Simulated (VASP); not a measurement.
# Na in VASP: convergence with ENCUT

Crystal: Na.

```
CELL_PARAMETERS angstrom
-2.12154 2.12671 2.16972
2.13179 -2.11896 2.17223
2.12440 2.12182 -2.16197
ATOMIC_POSITIONS crystal
Na 0.99449 0.99826 0.99787
```

The cell isn't the ideal one: cell strained at random at fixed volume.

```yaml
Program: VASP 6.6.1
Task: single point
Functional: PBE
Potentials_or_basis: VASP PAW PBE potentials, release 64 (Na_pv)
Cutoff: 200 eV
k_mesh: 7 × 7 × 7
Occupations: methfessel-paxton, width 0.1 eV
Spin: no spin polarisation
```

These are the settings of the first run; the series varies ENCUT, with any setting tied to it.

Hardware: 1 thread of Intel(R) Xeon(R) Platinum 8488C (Sapphire Rapids) (shared host).

```tsv
ENCUT	energy less the tightest run, at zero smearing (meV/atom)	SCF cycles	CPU time (s)	peak memory (GiB)
200 eV	298.11	10	7.6	0.11
250 eV	8.93	10	10	0.12
300 eV	-0.94	10	11	0.14
350 eV	-0.56	10	18	0.14
400 eV	-0.04	10	12	0.15
450 eV	0.04	11	31	0.17
500 eV	-0.10	10	26	0.18
600 eV	-0.14	11	54	0.19
800 eV	0.00	11	88	0.26
```

Against the tightest run, the energy stays within 1 meV/atom from 300 eV on. The tightest run that finished is the yardstick and may itself not be fully converged.
